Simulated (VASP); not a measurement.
# Settings for BAs: relaxation of the cell

BAs, F-43m (no. 216), 2 atoms in the cell. PBEsol; PAW potentials As, B (PBE set). VASP 6.6.1. The cell is changed on purpose: volume scaled by 0.95.

Wanted: cell volume within 0.2 %; lattice lengths within 0.1 %; shortest distances from each atom, periodic images included within 0.005 Å.

What the run is for: cell; Accuracy asked: standard.

The series start from Plane-wave cutoff (eV): 480; k-point mesh: 7 × 7 × 7; Relaxation passes: 2; Ionic threshold (EDIFFG): -0.005; Electronic threshold (eV): 1e-6; Precision mode (PREC): Accurate; Relaxation algorithm: IBRION=2 POTIM=0.5. Each series keeps the choices made before it, and each single choice may use up half of a tolerance. Times cover all steps of a run.

## Plane-wave cutoff (eV)

| Plane-wave cutoff (eV) | Cell volume (Å³) | Lattice lengths, largest deviation against the largest value | Shortest distances from each atom, periodic images included, largest deviation (Å) | Time (s) |
|---|---|---|---|---|
| 320 | 27.19 | 0.1 % | 0.0021 | 9.4 |
| 370 | 27.25 | 0.027 % | 0.0006 | 10 |
| 420 | 27.27 | 0.00089 % | 0.0000 | 11 |
| 480 | 27.27 | 0.0036 % | 0.0001 | 9.4 |
| 560 | 27.27 | 0 % | 0.0000 | 16 |
| 670 (reference) | 27.27 | 0 % | 0.0000 | 18 |

Chosen: 370, the loosest value from which every tighter one stays within half of the tolerance.

## k-point mesh

| k-point mesh | Cell volume (Å³) | Lattice lengths, largest deviation against the largest value | Shortest distances from each atom, periodic images included, largest deviation (Å) | Time (s) |
|---|---|---|---|---|
| 4 × 4 × 4 | 27.36 | 0.14 % | 0.0029 | 7.9 |
| 5 × 5 × 5 | 27.28 | 0.038 % | 0.0008 | 8.1 |
| 7 × 7 × 7 | 27.25 | 0.0018 % | 0.0000 | 10 |
| 8 × 8 × 8 | 27.25 | 0 % | 0.0000 | 10 |
| 10 × 10 × 10 (reference) | 27.25 | 0 % | 0.0000 | 14 |

Chosen: 7 × 7 × 7.

## Relaxation passes

| Relaxation passes | Cell volume (Å³) | Lattice lengths, largest deviation against the largest value | Shortest distances from each atom, periodic images included, largest deviation (Å) | Time (s) |
|---|---|---|---|---|
| 1 | 27.25 | 0 % | 0.0000 | 6.6 |
| 2 | 27.25 | 0 % | 0.0000 | 10 |
| 3 (reference) | 27.25 | 0 % | 0.0000 | 11 |

Chosen: 1.

## Ionic threshold (EDIFFG)

| Ionic threshold (EDIFFG) | Cell volume (Å³) | Lattice lengths, largest deviation against the largest value | Shortest distances from each atom, periodic images included, largest deviation (Å) | Time (s) |
|---|---|---|---|---|
| -0.05 | 27.25 | 0 % | 0.0000 | 7.2 |
| -0.02 | 27.25 | 0 % | 0.0000 | 7.0 |
| -0.01 | 27.25 | 0 % | 0.0000 | 7.0 |
| -0.005 | 27.25 | 0 % | 0.0000 | 6.6 |
| -0.002 (reference) | 27.25 | 0 % | 0.0000 | 6.6 |

Chosen: -0.05.

## Electronic threshold (eV)

| Electronic threshold (eV) | Cell volume (Å³) | Lattice lengths, largest deviation against the largest value | Shortest distances from each atom, periodic images included, largest deviation (Å) | Time (s) |
|---|---|---|---|---|
| 0.0001 | 27.25 | 0.0003 % | 0.0000 | 5.9 |
| 1e-5 | 27.25 | 0.0012 % | 0.0000 | 6.5 |
| 1e-6 | 27.25 | 0 % | 0.0000 | 7.2 |
| 1e-7 (reference) | 27.25 | 0 % | 0.0000 | 7.7 |

Chosen: 0.0001.

## Precision mode (PREC)

| Precision mode (PREC) | Cell volume (Å³) | Lattice lengths, largest deviation against the largest value | Shortest distances from each atom, periodic images included, largest deviation (Å) | Time (s) |
|---|---|---|---|---|
| Normal | 27.25 | 0.00089 % | 0.0000 | 3.9 |
| Accurate (reference) | 27.25 | 0 % | 0.0000 | 5.9 |

Chosen: Normal.

## Relaxation algorithm

| Relaxation algorithm | Cell volume (Å³) | Lattice lengths, largest deviation against the largest value | Shortest distances from each atom, periodic images included, largest deviation (Å) | Time (s) |
|---|---|---|---|---|
| IBRION=2 POTIM=0.5 | 27.25 | 0 % | 0.0000 | 3.9 |
| IBRION=2 POTIM=0.2 | 27.26 | 0.0092 % | 0.0002 | 4.0 |
| IBRION=1 POTIM=0.5 | 27.29 | 0.051 % | 0.0010 | 3.8 |
| IBRION=1 POTIM=0.2 | 27.22 | 0.033 % | 0.0007 | 3.6 |

Chosen: IBRION=2 POTIM=0.5; no other choice that stays within half of the tolerance saves 30 % of the time.

## All choices together

| Input | Cell volume (Å³) | Lattice lengths, largest deviation against the largest value | Shortest distances from each atom, periodic images included, largest deviation (Å) | Time (s) |
|---|---|---|---|---|
| the program's defaults (naive) | 27.2 | 0.079 % | 0.0016 | 2.4 |
| chosen settings | 27.25 | 0.02 % | 0.0004 | 3.9 |
| reference settings throughout | 27.26 | 0 % | 0.0000 | 65 |

The tolerance is met.

Values of the reference run: Lattice lengths: 3.378, 3.378, 3.378 Å; Shortest distances from each atom, periodic images included: 2.069, 2.069, 2.069, 2.069, 2.069, 2.069, 2.069, 2.069 Å.

## The input

INCAR.step1:
```
ALGO = Normal
EDIFF = 1E-4
EDIFFG = -0.05
EFERMI = MIDGAP
ENCUT = 370
GGA = PS
GGA_COMPAT = False
IBRION = 2
ISIF = 3
ISMEAR = 0
LASPH = True
LCHARG = False
LREAL = False
LWAVE = False
NELM = 120
NELMIN = 4
NSW = 80
POTIM = 0.5
PREC = Normal
SIGMA = 0.03
```

INCAR.step2, as INCAR.step1 but for:
```
- EDIFFG = -0.05
- IBRION = 2
- ISIF = 3
- NELMIN = 4
- NSW = 80
- POTIM = 0.5
+ ISIF = 2
```

KPOINTS:
```
Automatic mesh
0
Gamma
  7 7 7
  0 0 0
```

POSCAR.step1:
```
BAs
1.0
    0.0000000000      2.3480091269      2.3480091269
    2.3480091269      0.0000000000      2.3480091269
    2.3480091269      2.3480091269      0.0000000000
As B
1 1
Direct
    0.7500000000      0.7500000000      0.7500000000
    0.0000000000      0.0000000000      0.0000000000
```

Commands (each step's output is kept before the next begins):
```
cat potpaw_PBE.64/As/POTCAR potpaw_PBE.64/B/POTCAR > POTCAR
cp INCAR.step1 INCAR
cp POSCAR.step1 POSCAR
mpirun -np 1 vasp_std > vasp.out
cp CONTCAR POSCAR
cp INCAR.step2 INCAR
mpirun -np 1 vasp_std > vasp.out
```

The chosen input took VASP 6.6.1 3.9 s on 1 core (Intel Xeon 6975P-C (Granite Rapids)), a shared host.

## An input that fails: too few ionic steps

It gives no converged result.

Changes against the starting input:
```
- NSW = 80
- NELM = 120
+ NSW = 2
+ NELM = 90
```
